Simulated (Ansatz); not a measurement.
## Nb: relaxation of cell and atoms with PBEsol0

Nb:

```
Nb
1.0
     2.71964    0.00000    0.00000
     0.00000    2.71964    0.00000
     0.00000    0.00000    2.71964
Nb
1
Direct
  0.50000 0.50000 0.50000
```

The cell was built by a generator and needn't be a form met in nature.

* Program: Ansatz 0.2.0
* Task: relaxation of cell and atoms
* Functional: PBEsol0
* Potentials or basis: Ansatz PAW
* Cutoff: 420 eV (not typed: the program's choice for these potentials)
* k mesh: 5 × 5 × 5
* Occupations: fermi-dirac, width 0.05 eV
* Spin: no spin polarisation

```
Relaxed volume                         : 19.86 Å³/atom
Relaxed cell                           : a = 2.708 Å, b = 2.708 Å, c = 2.708 Å, α = 90.00°, β = 90.00°, γ = 90.00°
Space group after relaxing (to 0.05 Å) : Pm-3m (No. 221)
Energy gained by relaxing              : 1.4 meV/atom
Ionic steps                            : 3
Pressure after relaxing                : 0.0 GPa
Band gap on the k mesh                 : none (metal or under the smearing width)
```

Step by step:
| step | energy change (eV) | largest force (eV/Å) | volume (Å³) |
| --- | --- | --- | --- |
| 1 | 0.0000 | 0.0000 | 20.12 |
| 2 | -0.0014 | 0.0000 | 19.86 |
| 3 | -0.0014 | 0.0000 | 19.86 |

Final structure:
```yaml
crystal:
  lattice:
    - [2.70819, 0.00000, 0.00000]
    - [0.00000, 2.70819, 0.00000]
    - [0.00000, 0.00000, 2.70819]
  atoms:
    - { symbol: Nb, position: [0.50000, 0.50000, 0.50000] }
```

Levels at points of the mesh, in eV from the Fermi level:
| k point | band 5 | band 6 | band 7 | band 8 | band 9 | band 10 |
| --- | --- | --- | --- | --- | --- | --- |
| (0.00, 0.00, 0.00) | -6.95 | -3.93 | -3.93 | 6.78 | 6.78 | 6.78 |

It took 17 s on 2 threads of Arm Neoverse V1 (shared host), peak memory 0.52 GiB.

Caveat: the k mesh is coarse (spacing up to 0.46 Å⁻¹), so the values aren't converged, least of all with exact exchange; the plane-wave basis is chosen anew once the cell has moved, so the energies of steps on either side of that aren't comparable; the PAW data sets come from PBE, with cores solved anew for the run's functional, which leaves a small shift of forces and pressure.
